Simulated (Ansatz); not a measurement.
**Strength of the C–C bond: C3H6O2 → C2H3O2 + CH3**

Species: C3H6O2 (propionic acid) `CCC(=O)O`, singlet; C2H3O2 `[CH2]C(=O)O`, doublet; CH3 (methyl radical) `[CH3]`, doublet. 

Shapes, held fixed at every level: PBE0-D4/def2-TZVP. Flexible molecules stand in one conformer, not always the lowest. Programs: Ansatz 0.2.0. The zero-point and thermal change to 298 K, harmonic and unscaled (PBE0-D4/def2-TZVP), is -26.1 kJ/mol.

(1) Estimate ΔH(298 K) of this reaction.

## Answers

(1) The highest level, CCSD(T)/CBS estimate, gives ΔH(298 K) = +365.6 kJ/mol; the levels span +230.1 to +385.8. The column of differences is taken from that level and isn't an error. Hartree–Fock misses the correlation of the pair that is broken and comes out low. No measured value is set beside it here. Spin contamination: C2H3O2 (⟨S²⟩ up to 0.80). Open shells run unrestricted unless RO is named. The CBS estimate extrapolates MP2 from def2-TZVPP and def2-QZVPP and adds CCSD(T) − MP2 in the triple-zeta set, cores frozen.

```tsv
level	kind	ΔH(298 K) (kJ/mol)	less CCSD(T)/CBS estimate
HF/def2-TZVPP	Hartree–Fock	+230.1	-135.5
PBE-D4/def2-TZVPP	GGA	+356.8	-8.8
PBE0-D4/def2-TZVPP	global hybrid	+354.0	-11.6
r2SCAN0-D4/def2-TZVPP	global hybrid	+327.5	-38.1
MP2/def2-SVP	perturbation theory	+385.8	+20.2
MP2/def2-TZVPP	perturbation theory	+383.0	+17.4
CCSD/def2-SVP	coupled cluster or CI	+353.8	-11.8
CCSD(T)/CBS estimate	coupled cluster or CI	+365.6	0.0
```
